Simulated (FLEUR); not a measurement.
# MnS (Browneite): which magnetic order is lowest

Does MnS (Browneite) prefer parallel or opposed moments?

Main program and level: FLEUR MaX-R8.1; PBE with U = 3.3 eV, J = 0.9 eV on Mn d; all-electron FLAPW, Dirac cores, scalar-relativistic bands.

## 1. Starting point

Symmetry: F-43m, No. 216, cubic system. The conventional cell has a = 5.600 Å, b = 5.600 Å, c = 5.600 Å, α = 90.00°, β = 90.00°, γ = 90.00°. Mn has 4 S at 2.42 Å nearest. Nearest to S lie 4 Mn at 2.42 Å. Farther neighbours and most contacts between anions are not listed.

## 2. Run 1 (ferro +)

The parallel start is the test of whether parallel moments hold. The U counters the self-interaction that shrinks the moments of a localised shell.

inpgen writes inp.xml from crystal.txt; cutoffs, mixing, functional, smearing and local orbitals are then set in the file. The k list default-1 (kpts.xml, not shown) is a Γ-centred 6×6×6 mesh; where the ranks do not divide the number of points, some are split in two of half the weight.

File inp.xml:

```
<?xml version="1.0" encoding="UTF-8" standalone="no"?>
<fleurInput fleurInputVersion="0.39">
   <comment>
      MnS
   </comment>
   <calculationSetup>
      <cutoffs Kmax="4.26" Gmax="12.8" GmaxXC="12.8" numbands="0"/>
      <scfLoop itmax="130" minDistance="0.0001" maxIterBroyd="15" imix="Anderson" alpha="0.05" precondParam="0.0" spinf="2.0" sdNocoIR="T"/>
      <coreElectrons ctail="T" frcor="F" kcrel="0" coretail_lmax="0"/>
      <xcFunctional name="pbe" relativisticCorrections="F"/>
      <magnetism jspins="2"/>
      <soc l_soc="F" theta="0.0" phi="0.0" spav="F"/>
      <expertModes spex="0" secvar="F"/>
      <geometryOptimization l_f="F" forcealpha="1.0" forcemix="BFGS" epsdisp="0.00001" epsforce="0.00001"/>
      <ldaU l_linMix="F" mixParam="0.05" spinf="1.0"/>
   </calculationSetup>
   <cell>
      <bzIntegration valenceElectrons="21.0" mode="hist" fermiSmearingEnergy="0.00183747">
         <kPointListSelection listName="default-1"/>
         <xi:include xmlns:xi="http://www.w3.org/2001/XInclude" href="kpts.xml"> </xi:include>
      </bzIntegration>
      <xi:include xmlns:xi="http://www.w3.org/2001/XInclude" href="sym.xml"> </xi:include>
      <bulkLattice scale="1.0">
         <bravaisMatrix>
            <row-1>    0.0000000000000000     5.2912331488799991     5.2912331488799991</row-1>
            <row-2>    5.2912331488799991     0.0000000000000000     5.2912331488799991</row-2>
            <row-3>    5.2912331488799991     5.2912331488799991     0.0000000000000000</row-3>
         </bravaisMatrix>
      </bulkLattice>
   </cell>
   <atomSpecies>
      <species name="Manganese 4.500" element="Mn" atomicNumber="25">
         <mtSphere radius="2.7" gridPoints="893" logIncrement="0.014"/>
         <atomicCutoffs lmax="10" lnonsphr="8"/>
         <electronConfig flipSpins="F">
            <coreConfig>(1s1/2) (2s1/2) (2p1/2) (2p3/2)</coreConfig>
            <valenceConfig>(3s1/2) (3p1/2) (3p3/2) (4s1/2) (3d3/2) (3d5/2)</valenceConfig>
            <stateOccupation state="(3d3/2)" spinUp="1.75" spinDown="0.25"/>
            <stateOccupation state="(3d5/2)" spinUp="3.0" spinDown="0.0"/>
         </electronConfig>
         <energyParameters s="4" p="4" d="3" f="4"/>
         <ldaU l="2" U="3.3" J="0.9" l_amf="F"/>
         <lo type="SCLO" l="0" n="3" eDeriv="0"/>
         <lo type="SCLO" l="1" n="3" eDeriv="0"/>
      </species>
      <species name="Sulfur (S)" element="S" atomicNumber="16">
         <mtSphere radius="1.76" gridPoints="583" logIncrement="0.02"/>
         <atomicCutoffs lmax="6" lnonsphr="4"/>
         <electronConfig flipSpins="F">
            <coreConfig>(1s1/2) (2s1/2) (2p1/2) (2p3/2)</coreConfig>
            <valenceConfig>(3s1/2) (3p1/2) (3p3/2)</valenceConfig>
            <stateOccupation state="(3p1/2)" spinUp="0.666667" spinDown="0.666667"/>
            <stateOccupation state="(3p3/2)" spinUp="1.333333" spinDown="1.333333"/>
         </electronConfig>
         <energyParameters s="3" p="3" d="3" f="4"/>
      </species>
   </atomSpecies>
   <atomGroups>
      <atomGroup species="Manganese 4.500">
         <relPos label="                   1">.0000000000 .0000000000 .0000000000</relPos>
         <force calculate="T" relaxXYZ="TTT"/>
      </atomGroup>
      <atomGroup species="Sulfur (S)">
         <relPos label="                   2">1.000/4.000 1.000/4.000 1.000/4.000</relPos>
         <force calculate="T" relaxXYZ="TTT"/>
      </atomGroup>
   </atomGroups>
   <output dos="F" band="F" slice="F">
      <bandDOS minEnergy="-.5*Htr" maxEnergy="0.5*Htr" sigma="0.015" storeEVData="T"/>
      <plotting iplot="0" polar="F">
         <plot TwoD="T" vec1="  1.0  0.0  0.0" vec2="  0.0  1.0  0.0" vec3="  0.0  0.0  1.0" zero="  0.0  0.0  0.0" file="plot"/>
      </plotting>
      <moessbauerParams electricFieldGradient="F" isomerShift="F" coreHyperfine="F" valenceHyperfine="F"/>
   </output>
</fleurInput>
```

File crystal.txt:

```
MnS
&input film=F cartesian=F /
0.00000000000  2.80000000000  2.80000000000
2.80000000000  0.00000000000  2.80000000000
2.80000000000  2.80000000000  0.00000000000
1.8897261246
1.0 1.0 1.0

2
25 0.00000000000  0.00000000000  0.00000000000 : 4.500
16 0.25000000000  0.25000000000  0.25000000000

&kpt div1=6 div2=6 div3=6 gamma=T /
```

Run with:

```
OMP_NUM_THREADS=1 inpgen -f crystal.txt > inpgen.log  # inp.xml is then edited as shown
OMP_NUM_THREADS=1 mpirun -n 2 fleur_MPI > fleur.log
```

Log:

```text
Welcome to FLEUR        (www.flapw.de)
      MaX-Release 8.1          (www.max-centre.eu)

 ========== k-point set info ==========
 Selected k-point list: default-1
 k-point list type: mesh
 6 x 6 x 6
 Number of k points: 16

 ------------Calculation Setup---------------------------
 Number of MPI-tasks      :            2
 Number of PE/node        :            2
 Number of OMP-threads    :            1
 k-points in parallel     :            2
 pe's per k-point         :            1
 No of k-point loops      :            8
 Eigenvalue solver        :       lapack
 Number of basis functions:          409
 Approximate size of matrices (H+S) per k-point:         0.005 GB
 --------------------------------------------------------
 no density matrix found ... skipping LDA+U
 Reset of history
 Iteration:     1   Distance:       9.16022693 me/bohr^3
 Iteration:     2   Distance:       8.63928229 me/bohr^3
 Iteration:     3   Distance:       7.95852847 me/bohr^3
 Iteration:     4   Distance:       4.16614452 me/bohr^3
 Iteration:     5   Distance:       2.64532759 me/bohr^3
 Iteration:     6   Distance:       1.79633086 me/bohr^3
 Iteration:     7   Distance:       0.35676353 me/bohr^3
 Iteration:     8   Distance:       0.32808213 me/bohr^3
 Iteration:     9   Distance:       0.05419852 me/bohr^3
 Iteration:    10   Distance:       0.04592430 me/bohr^3
 Iteration:    11   Distance:       0.01196307 me/bohr^3
 Iteration:    12   Distance:       0.00788270 me/bohr^3
 Iteration:    13   Distance:       0.00148833 me/bohr^3
 Iteration:    14   Distance:       0.00134385 me/bohr^3
 Iteration:    15   Distance:       0.00025787 me/bohr^3
 Iteration:    16   Distance:       0.00012150 me/bohr^3
 Iteration:    17   Distance:       0.00010703 me/bohr^3
 Iteration:    18   Distance:       0.00004094 me/bohr^3

 ********************************************************************
 Run finished successfully
 Stop message:
   all done
 ********************************************************************

--- out.xml (last complete iteration) ---
<iteration numberForCurrentRun="   18" overallNumber="   18">
         [... left out ...]
         <bandgap value="0.6931676413" units="eV"/>
         <sumValenceSingleParticleEnergies value="-15.1114089326" units="Htr"/>
         <FermiEnergy value="0.1961309240" units="Htr"/>
         <valenceDensity>
            <mtCharges spin="1">
               <mtCharge atomType="1" total="9.4600113" s="1.2583051" p="3.3105482" d="4.8465563" f="0.0316396"/>
               <mtCharge atomType="2" total="1.5787102" s="0.5543160" p="1.0073920" d="0.0156433" f="0.0011405"/>
            </mtCharges>
            <mtCharges spin="2">
               <mtCharge atomType="1" total="4.7879783" s="1.1887372" p="3.2132335" d="0.3428279" f="0.0302473"/>
               <mtCharge atomType="2" total="1.5170777" s="0.5468795" p="0.9677444" d="0.0023114" f="0.0000918"/>
            </mtCharges>
            <spinDependentCharge spin="1" total="12.9999865" interstitial="1.9612650" mtSpheres="11.0387215"/>
            <spinDependentCharge spin="2" total="8.0000135" interstitial="1.6949575" mtSpheres="6.3050560"/>
            <totalCharge value="21.0000000000"/>
         </valenceDensity>
         [... left out ...]
         <allElectronCharges>
            <spinDependentCharge spin="1" total="22.9999864" interstitial="1.9618908" mtSpheres="21.0380957"/>
            <spinDependentCharge spin="2" total="18.0000135" interstitial="1.6955818" mtSpheres="16.3044318"/>
            <totalCharge value="40.9999999932"/>
         </allElectronCharges>
         <magneticMomentsInMTSpheres units="muBohr">
            <globalMagMoment atomType="1" vec="0.00000   0.00000   4.67203"/>
            <localMagMoment atomType="1" vec="0.00000   0.00000   4.67203"/>
            <globalMagMoment atomType="2" vec="0.00000   0.00000   0.06163"/>
            <localMagMoment atomType="2" vec="0.00000   0.00000   0.06163"/>
         </magneticMomentsInMTSpheres>
         <moessbauerParams unitsHFF="kG" unitsIS="e/bohr^3" unitsEFG="Htr/bohr^2">
         </moessbauerParams>
         <totalEnergy value="    -1557.8663187725" units="Htr">
            <sumOfEigenvalues value="     -899.6318953303">
               <coreElectrons value="-884.5204863977"/>
               <valenceElectrons value="-15.1114089326"/>
            </sumOfEigenvalues>
            <densityCoulombPotentialIntegral value="-2372.6765384911"/>
            <densityEffectivePotentialIntegral value="-2473.8338695031"/>
            <chargeDenXCDenIntegral value="-78.0603216488"/>
            <FockExchangeEnergyValence value="0.0000000000"/>
            <FockExchangeEnergyCore value="0.0000000000"/>
            <atomTypeDependentContributions atomType="1">
               <electronNucleiInteractionDifferentMTs value="1382.8748670197"/>
               <MadelungTerm value="-5.8382840068"/>
            </atomTypeDependentContributions>
            <atomTypeDependentContributions atomType="2">
               <electronNucleiInteractionDifferentMTs value="466.6881038497"/>
               <MadelungTerm value="-12.4769823302"/>
            </atomTypeDependentContributions>
            <dftUCorrection value="-0.2085351556"/>
            <tkbTimesEntropy value="0.0000003949"/>
            <freeEnergy value="-1557.8663191674"/>
            <extrapolationTo0K value="-1557.8663189700"/>
         </totalEnergy>
         <ldaUDensityMatrix>
            <densityMatrixFor spin="1" atomType="1" uIndex="1" l="2" U="3.30000000" J="0.90000000">
               (+0.96799,+0.00000) (+0.00000,+0.00000) (+0.00000,+0.00000) (+0.00000,+0.00000) (-0.00662,+0.00000)
               (+0.00000,+0.00000) (+0.97461,+0.00000) (+0.00000,+0.00000) (+0.00000,+0.00000) (+0.00000,+0.00000)
               (+0.00000,+0.00000) (+0.00000,+0.00000) (+0.96137,+0.00000) (+0.00000,+0.00000) (+0.00000,+0.00000)
               (+0.00000,+0.00000) (+0.00000,+0.00000) (+0.00000,+0.00000) (+0.97461,+0.00000) (+0.00000,+0.00000)
               (-0.00662,+0.00000) (+0.00000,+0.00000) (+0.00000,+0.00000) (+0.00000,+0.00000) (+0.96799,+0.00000)
            </densityMatrixFor>
            <densityMatrixFor spin="2" atomType="1" uIndex="1" l="2" U="3.30000000" J="0.90000000">
               (+0.06152,+0.00000) (+0.00000,+0.00000) (+0.00000,+0.00000) (+0.00000,+0.00000) (-0.03525,+0.00000)
               (+0.00000,+0.00000) (+0.09676,+0.00000) (+0.00000,+0.00000) (+0.00000,+0.00000) (+0.00000,+0.00000)
               (+0.00000,+0.00000) (+0.00000,+0.00000) (+0.02627,+0.00000) (+0.00000,+0.00000) (+0.00000,+0.00000)
               (+0.00000,+0.00000) (+0.00000,+0.00000) (+0.00000,+0.00000) (+0.09676,+0.00000) (+0.00000,+0.00000)
               (-0.03525,+0.00000) (+0.00000,+0.00000) (+0.00000,+0.00000) (+0.00000,+0.00000) (+0.06152,+0.00000)
            </densityMatrixFor>
         </ldaUDensityMatrix>
         <ldaUDensityMatrixConvergence>
            <distance spin="1" distance="0.000000"/>
            <distance spin="2" distance="0.000000"/>
         </ldaUDensityMatrixConvergence>
         <densityConvergence units="me/bohr^3">
            <chargeDensity spin="1" distance="0.0000300915"/>
            <chargeDensity spin="2" distance="0.0000274942"/>
            <overallChargeDensity distance="0.0000405791"/>
            <spinDensity distance="0.0000409413"/>
         </densityConvergence>
      </iteration>
```

Wall time 38 s (2 MPI ranks of Arm Neoverse V1, shared host); peak memory 0.13 GiB; 75 s of CPU time.

This step gave:

```yaml
free_energy: -42391.7021 eV
program_s_band_gap_on_this_mesh_in_a_metal_only_a_level_spacing: 0.6932 eV
magnetization: 5 μB
final_state: ferromagnetic
largest_moment: 4.672 μB
```

After 18 cycles the largest moment stands at 4.67 μB.

## 3. Run 2 (antiferro q=(0,1/2,1/2) +-)

Another pattern of signs weighs the neighbour shells otherwise.

This order needs a doubled cell of 4 atoms. The mesh is halved along the doubled vector, so that both cells sample the same points. The k list default-1 (kpts.xml, not shown) is a Γ-centred 6×3×6 mesh.

inp.xml: that of step 2 with these lines changed.

```diff
@@ -17,3 +17,3 @@
    <cell>
-      <bzIntegration valenceElectrons="21.0" mode="hist" fermiSmearingEnergy="0.00183747">
+      <bzIntegration valenceElectrons="42.0" mode="hist" fermiSmearingEnergy="0.00183747">
          <kPointListSelection listName="default-1"/>
@@ -25,4 +25,4 @@
             <row-1>    0.0000000000000000     5.2912331488799991     5.2912331488799991</row-1>
-            <row-2>    5.2912331488799991     0.0000000000000000     5.2912331488799991</row-2>
-            <row-3>    5.2912331488799991     5.2912331488799991     0.0000000000000000</row-3>
+            <row-2>   10.5824662977599981     0.0000000000000000    10.5824662977599981</row-2>
+            <row-3>   10.5824662977599981     5.2912331488799991     5.2912331488799991</row-3>
          </bravaisMatrix>
@@ -39,2 +39,16 @@
             <stateOccupation state="(3d5/2)" spinUp="3.0" spinDown="0.0"/>
+         </electronConfig>
+         <energyParameters s="4" p="4" d="3" f="4"/>
+         <ldaU l="2" U="3.3" J="0.9" l_amf="F"/>
+         <lo type="SCLO" l="0" n="3" eDeriv="0"/>
+         <lo type="SCLO" l="1" n="3" eDeriv="0"/>
+      </species>
+      <species name="Manganese -4.500" element="Mn" atomicNumber="25">
+         <mtSphere radius="2.7" gridPoints="893" logIncrement="0.014"/>
+         <atomicCutoffs lmax="10" lnonsphr="8"/>
+         <electronConfig flipSpins="F">
+            <coreConfig>(1s1/2) (2s1/2) (2p1/2) (2p3/2)</coreConfig>
+            <valenceConfig>(3s1/2) (3p1/2) (3p3/2) (4s1/2) (3d3/2) (3d5/2)</valenceConfig>
+            <stateOccupation state="(3d3/2)" spinUp="0.25" spinDown="1.75"/>
+            <stateOccupation state="(3d5/2)" spinUp="0.0" spinDown="3.0"/>
          </electronConfig>
@@ -62,4 +76,9 @@
       </atomGroup>
+      <atomGroup species="Manganese -4.500">
+         <relPos label="                   2">.0000000000 1.000/2.000 .0000000000</relPos>
+         <force calculate="T" relaxXYZ="TTT"/>
+      </atomGroup>
       <atomGroup species="Sulfur (S)">
-         <relPos label="                   2">1.000/4.000 1.000/4.000 1.000/4.000</relPos>
+         <relPos label="                   3">1.000/4.000 .0000000000 1.000/4.000</relPos>
+         <relPos label="                   4">1.000/4.000 1.000/2.000 1.000/4.000</relPos>
          <force calculate="T" relaxXYZ="TTT"/>
```

File crystal.txt:

```
MnS
&input film=F cartesian=F /
0.00000000000  2.80000000000  2.80000000000
5.60000000000  0.00000000000  5.60000000000
5.60000000000  2.80000000000  2.80000000000
1.8897261246
1.0 1.0 1.0

4
25 0.00000000000  0.00000000000  0.00000000000 : 4.500
25 0.00000000000  0.50000000000  0.00000000000 : -4.500
16 0.25000000000  0.00000000000  0.25000000000
16 0.25000000000  0.50000000000  0.25000000000

&kpt div1=6 div2=3 div3=6 gamma=T /
```

Log:

```text
[banner, memory and clock lines left out]
Welcome to FLEUR        (www.flapw.de)
      MaX-Release 8.1          (www.max-centre.eu)

 ========== k-point set info ==========
 Selected k-point list: default-1
 k-point list type: mesh
 6 x 3 x 6
 Number of k points: 34

 ------------Calculation Setup---------------------------
 Number of PE/node        :            2
 Number of OMP-threads    :            1
 k-points in parallel     :            2
 pe's per k-point         :            1
 No of k-point loops      :           17
 Eigenvalue solver        :       lapack
 Number of basis functions:          818
 Approximate size of matrices (H+S) per k-point:         0.020 GB
 no density matrix found ... skipping LDA+U
 Reset of history
 Iteration:     1   Distance:       8.95115934 me/bohr^3
 Iteration:     2   Distance:       8.54226856 me/bohr^3
 Iteration:     3   Distance:       7.87468590 me/bohr^3
 Iteration:     4   Distance:       4.28455936 me/bohr^3
 Iteration:     5   Distance:       3.15833490 me/bohr^3
 Iteration:     6   Distance:       1.96509611 me/bohr^3
 Iteration:     7   Distance:       0.47046960 me/bohr^3
 Iteration:     8   Distance:       0.33702849 me/bohr^3
 Iteration:     9   Distance:       0.06042660 me/bohr^3
 Iteration:    10   Distance:       0.04837557 me/bohr^3
 Iteration:    11   Distance:       0.01113782 me/bohr^3
 Iteration:    12   Distance:       0.00770913 me/bohr^3
 Iteration:    13   Distance:       0.00162255 me/bohr^3
 Iteration:    14   Distance:       0.00129829 me/bohr^3
 Iteration:    15   Distance:       0.00023057 me/bohr^3
 Iteration:    16   Distance:       0.00009144 me/bohr^3

 ********************************************************************
 Run finished successfully
 Stop message:
   all done
 ********************************************************************

--- out.xml (last complete iteration) ---
<iteration numberForCurrentRun="   16" overallNumber="   16">
         [... left out ...]
         <bandgap value="2.3531456881" units="eV"/>
         <sumValenceSingleParticleEnergies value="-30.2136451160" units="Htr"/>
         <FermiEnergy value="0.1409200167" units="Htr"/>
         <valenceDensity>
            <mtCharges spin="1">
               <mtCharge atomType="1" total="9.3844393" s="1.2427840" p="3.2882437" d="4.8124893" f="0.0289221"/>
               <mtCharge atomType="2" total="4.8755190" s="1.1976412" p="3.2224874" d="0.4089553" f="0.0325513"/>
               <mtCharge atomType="3" total="1.5432679" s="0.5505774" p="0.9820892" d="0.0098385" f="0.0006321"/>
            </mtCharges>
            <mtCharges spin="2">
               <mtCharge atomType="1" total="4.8755183" s="1.1976412" p="3.2224874" d="0.4089547" f="0.0325513"/>
               <mtCharge atomType="2" total="9.3844399" s="1.2427841" p="3.2882439" d="4.8124897" f="0.0289221"/>
               <mtCharge atomType="3" total="1.5432680" s="0.5505774" p="0.9820893" d="0.0098385" f="0.0006321"/>
            </mtCharges>
            <spinDependentCharge spin="1" total="21.0000000" interstitial="3.6535058" mtSpheres="17.3464942"/>
            <spinDependentCharge spin="2" total="21.0000000" interstitial="3.6535058" mtSpheres="17.3464942"/>
            <totalCharge value="42.0000000000"/>
         </valenceDensity>
         [... left out ...]
         <magneticMomentsInMTSpheres units="muBohr">
            <globalMagMoment atomType="1" vec="0.00000   0.00000   4.50892"/>
            <localMagMoment atomType="1" vec="0.00000   0.00000   4.50892"/>
            <globalMagMoment atomType="2" vec="0.00000   0.00000  -4.50892"/>
            <localMagMoment atomType="2" vec="0.00000   0.00000  -4.50892"/>
            <globalMagMoment atomType="3" vec="0.00000   0.00000   0.00000"/>
            <localMagMoment atomType="3" vec="0.00000   0.00000   0.00000"/>
         </magneticMomentsInMTSpheres>
         [... left out ...]
         <totalEnergy value="    -3115.7439826868" units="Htr">
            <sumOfEigenvalues value="    -1799.3633786150">
               <coreElectrons value="-1769.1497334990"/>
               <valenceElectrons value="-30.2136451160"/>
            </sumOfEigenvalues>
            <densityCoulombPotentialIntegral value="-4745.3495239652"/>
            <densityEffectivePotentialIntegral value="-4947.6250190030"/>
            <chargeDenXCDenIntegral value="-156.0920963533"/>
            <FockExchangeEnergyValence value="0.0000000000"/>
            <FockExchangeEnergyCore value="0.0000000000"/>
         [... left out ...]
            <dftUCorrection value="-0.4123831911"/>
            <tkbTimesEntropy value="0.0000000000"/>
            <freeEnergy value="-3115.7439826868"/>
            <extrapolationTo0K value="-3115.7439826868"/>
         </totalEnergy>
         [... left out ...]
         <ldaUDensityMatrixConvergence>
            <distance spin="1" distance="0.000003"/>
            <distance spin="2" distance="0.000003"/>
         </ldaUDensityMatrixConvergence>
         <densityConvergence units="me/bohr^3">
            <chargeDensity spin="1" distance="0.0000513120"/>
            <chargeDensity spin="2" distance="0.0000573046"/>
            <overallChargeDensity distance="0.0000914446"/>
            <spinDensity distance="0.0000589184"/>
         </densityConvergence>
      </iteration>
```

Elapsed: 6.6 min, on 2 MPI ranks; peak memory 0.38 GiB.

Spin moment in the muffin-tin sphere by atom:

```
atom  spin moment in the muffin-tin sphere (μB)
 Mn1                                       4.51
 Mn2                                      -4.51
  S3                                       0.00
  S4                                       0.00
```

Read from the output:

```yaml
free_energy: -84783.7130 eV
program_s_band_gap_on_this_mesh_in_a_metal_only_a_level_spacing: 2.353 eV
magnetization: 0 μB
final_state: antiferromagnetic
```

It lies 154 meV a seeded atom under the first start, and its largest moment is 4.51 μB against 4.67 μB.

(Part 1 of 2 ends here.)

[Logs and program files are shortened in this print: banners, set-up blocks, solver, clock and traceback lines can be left out without a mark of their own.]

[Logs are printed without paths, hosts, clocks, repeated set-up lines and the standing remarks that a program may print on its own settings, such as how far it seeks lower states.]

[Hosts, paths, dates, database ids (printed as entryN), source tags and the programs' standing remarks are cut or masked in the printed files.]

[Where a cell is said to come from a database of computed structures, the database is the Materials Project.]
